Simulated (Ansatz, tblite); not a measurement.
CdO: GFN1-xTB, run from Python

These are simulated results from tblite 0.8.0, not measurements. The cell was built from a prototype and was relaxed with r2SCAN in plane waves (Ansatz 0.2.0). Not every such cell is a known phase. All runs are without spin polarisation.

It is cubic, Fm-3m (No. 225); a = 4.706 Å in the conventional setting, 13.03 Å³ an atom. Around Cd lie 6 O at 2.35 Å; around O lie 6 Cd at 2.35 Å.

tblite solves periodic systems at the zone centre alone, so the script builds a cluster of 2×2×2 conventional cells (64 atoms), which folds in a coarse mesh of k points.

run.py reads:

```python
import json
from ase import Atoms
from ase.build import make_supercell
from ase.units import Bohr, GPa, Hartree
from tblite.interface import Calculator

atoms = Atoms(['Cd', 'O'],
              cell=[[0.0, 2.35300138, 2.35300138], [2.35300138, 0.0, 2.35300138], [2.35300138, 2.35300138, 0.0]],
              scaled_positions=[[0.0, 0.0, 0.0], [0.5, 0.5, 0.5]],
              pbc=True)
cluster = make_supercell(atoms, [[-2, 2, 2], [2, -2, 2], [2, 2, -2]])
calc = Calculator('GFN1-xTB', cluster.numbers, cluster.positions / Bohr, lattice=cluster.cell[:] / Bohr, periodic=cluster.pbc)
calc.set('temperature', 0.02 / Hartree)
calc.set('max-iter', 150)
res = calc.singlepoint()
levels = res.get('orbital-energies') * Hartree
nv = round(res.get('orbital-occupations').sum() / 2)
cells = len(cluster) // len(atoms)
out = {'energy_per_cell': res.get('energy') * Hartree / cells, 'homo': levels[nv - 1], 'lumo': levels[nv],
       'stress': (-res.get('virial') * Hartree / cluster.get_volume() / GPa).tolist(), 'charges': res.get('charges')[:len(atoms)].tolist(), 'electrons': 2 * nv / cells}
json.dump(out, open('results.json', 'w'))
for key, value in out.items():
    print(key, value)
```

Command: `python run.py`. It took 2.7 s on 1 thread of Arm Neoverse V1, with other jobs on the host, peak memory 0.1 GiB.

What it printed:

```
------------------------------------------------------------
  cycle        total energy    energy error   density error
------------------------------------------------------------
      1     -97.70888157667  -9.7279577E+01   1.2010902E+00
      2      13.64888302010   1.1135776E+02   1.4615946E+00
      3     -172.3905154916  -1.8603940E+02   2.5765444E-01
      4     -173.1640431658  -7.7352767E-01   1.0507563E-01
      5     -173.4966620884  -3.3261892E-01   7.1302229E-02
      6     -173.6071458471  -1.1048376E-01   5.0442315E-02
      7     -173.6533018670  -4.6156020E-02   3.1845612E-02
      8     -173.6661855610  -1.2883694E-02   2.7654172E-02
      9     -173.7077327512  -4.1547190E-02   6.0963399E-03
     10     -173.7073037893   4.2896194E-04   3.2154991E-03
     11     -173.7079597593  -6.5597002E-04   2.0492925E-04
     12     -173.7079608935  -1.1341817E-06   1.2530789E-04
     13     -173.7079612070  -3.1350476E-07   9.1426894E-05
     14     -173.7079617092  -5.0222576E-07   1.7020470E-05
------------------------------------------------------------

 total:                                   2.035 sec
energy_per_cell -147.71357504923307
homo -19.02252699665188
lumo -19.022526996515314
stress [[26.358462492430167, 2.418337807080842e-12, -1.3617819268204293e-13], [2.4182535435124844e-12, 26.35846249420261, 4.472475616761405e-12], [-1.362011550360524e-13, 4.4722399265425964e-12, 26.358462495225364]]
charges [0.2467514600168086, -0.2467005631910253]
electrons 8.0
```

The cycle table is in hartree for the whole cluster, and the lines after it are in eV (the energy for one cell). The printed stress is in GPa and positive in compression, and the pressure is its mean diagonal.

GFN1-xTB gives no gap at the points read. On the same cell, plane-wave PBE (Ansatz, 10×10×10 k points and the special points) gives no gap (an overlap of 0.42 eV at the points read) and r2SCAN a gap of 0.10 eV; on shared hosts these took about 1.7 and 4 core-seconds on the 2-atom cell, against 2.7 for the script. Semilocal gaps usually lie below measured ones.

The same script was run on cells scaled at fixed shape and fractional coordinates:

| volume (Å³/atom) | energy (meV/atom) | pressure (GPa, positive in compression) | gap (eV) |
| --- | --- | --- | --- |
| 11.46 | 358.8 | 49.17 | 0.00 |
| 12.25 | 151.8 | 36.29 | 0.00 |
| 13.03 | 0.0 | 26.36 | 0.00 |
| 13.81 | -108.9 | 18.62 | 0.00 |
| 14.59 | -184.4 | 12.55 | 0.00 |

The minimum lies beyond the largest of these volumes.

xTB was fitted mostly to molecules, and a small cluster samples few k points, so gaps, pressures and kinks along a curve can be far from a solid's.

The runs are scalar-relativistic, without spin-orbit coupling.
